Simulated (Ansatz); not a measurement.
**LiF: properties at the relaxed cell**

An exercise on one series of results from a longer session: the logs are not shown, and one member is left open.

Method: DFT r2SCAN, scalar-relativistic, plane waves, PAW, in Ansatz 0.2.0.

1 further run of the same task is left out (set aside as unsound or not needed).

### The system as given

It takes space group Fm-3m (No. 225, cubic). The conventional cell has a = 3.990 Å, b = 3.990 Å, c = 3.990 Å, α = 90.00°, β = 90.00°, γ = 90.00°. Li (site symmetry m-3m) has 6 F at 1.99 Å as nearest neighbours. F (site symmetry m-3m) is surrounded by 6 Li at 1.99 Å.

As a file:

```cif
data_structure
_symmetry_space_group_name_H-M 'Fm-3m'
_symmetry_Int_Tables_number 225
_cell_length_a 3.9898
_cell_length_b 3.9898
_cell_length_c 3.9898
_cell_angle_alpha 90.000
_cell_angle_beta 90.000
_cell_angle_gamma 90.000
_cell_volume 63.51
loop_
_atom_site_label
_atom_site_type_symbol
_atom_site_symmetry_multiplicity
_atom_site_Wyckoff_symbol
_atom_site_fract_x
_atom_site_fract_y
_atom_site_fract_z
_atom_site_occupancy
Li1 Li 4 a 0.00000 0.00000 0.00000 1
F1 F 4 b 0.50000 0.00000 0.00000 1
```

It is the result of an earlier relaxation at this level (volume 7.94 Å³/atom; gap on the mesh: 10.33 eV).

Set-up of the first run:

Contents of input.yaml:

```yaml
crystal:
  lattice:
    - [0.0, 1.9948986626, 1.9948986626]
    - [1.9948986626, 0.0, 1.9948986626]
    - [1.9948986626, 1.9948986626, 0.0]
  atoms:
    - { symbol: Li, position: [0.0, 0.0, 0.0] }
    - { symbol: F, position: [0.5, 0.5, 0.5] }
basis:
  ecutwfc: 500
kpoints:
  mp_grid: { grid: [10, 10, 10] }
  band_path:
    path:
      - [[0.0, 0.0, 0.0], [0.5, 0.0, 0.5], [0.625, 0.25, 0.625]]
      - [[0.375, 0.375, 0.75], [0.0, 0.0, 0.0], [0.5, 0.5, 0.5], [0.5, 0.25, 0.75], [0.5, 0.0, 0.5]]
    npoints: 14
hamiltonian:
  xc: r2scan
scf:
  occupations: { method: gaussian, width: 0.02 }
  n_extra_bands: 6
output:
  forces: true
  stress: true
  eigenvalues: true
  populations: true
  dos: { projected: true, de: 0.02, nscf_kmesh: { grid: [15, 15, 15] } }
  bader: true
  write_density: true
  write_potential: true
  elf: true
  volumetric_format: npy
```

Started as:

```
$ ansatz run input.yaml --threads 1 --pin off --max-ram 2560MiB --backend cpu --events-out ev --progress --plain --runs-dir out
```

Steps of the session up to this table: Bands, states and charges; Band edges anywhere in the zone; Eigenvalues a small step from each edge; Back to the database's cell; Optical spectrum; The cell scaled to 0.97 of its volume; Volume × 1.03; Point at V/V0 = 0.94; Point at V/V0 = 1.06; Volume × 0.91; Volume × 1.10; The cell scaled to 0.88 of its volume.

One table of the session follows, with a row left open; its other results are not shown here.

It belongs to the step «Equation of state». 

```
volume (Å³/atom)  energy above the lowest point (meV/atom)  pressure (GPa)  gap on the mesh (eV)
           6.986                                      34.7           13.01                 11.67
           7.224                                      18.4            8.95                 11.30
           7.463                                       7.8            5.49                 10.95
           7.701                                         ?               ?                     ?
           7.939                                       0.0            0.02                 10.33
           8.177                                       1.6           -2.13                 10.05
           8.415                                       6.2           -3.97                  9.79
           8.733                                      16.1           -6.02                  9.47
```

Q: Estimate the row for volume (Å³/atom) = 7.701 from the others.

Worked estimate for «energy above the lowest point (meV/atom)». A straight line through the neighbours (7.463, 7.8) and (7.939, 0.0) gives 7.8 + (0.0 − 7.8) × (7.701 − 7.463) / (7.939 − 7.463) = 3.9; a parabola fitted to 4 rows on both sides gives 1.9.

As computed: energy above the lowest point (meV/atom): 1.9; pressure (GPa): 2.54; gap on the mesh (eV): 10.63. In «energy above the lowest point (meV/atom)» the line misses by +2.0 and the parabola by 0.0.
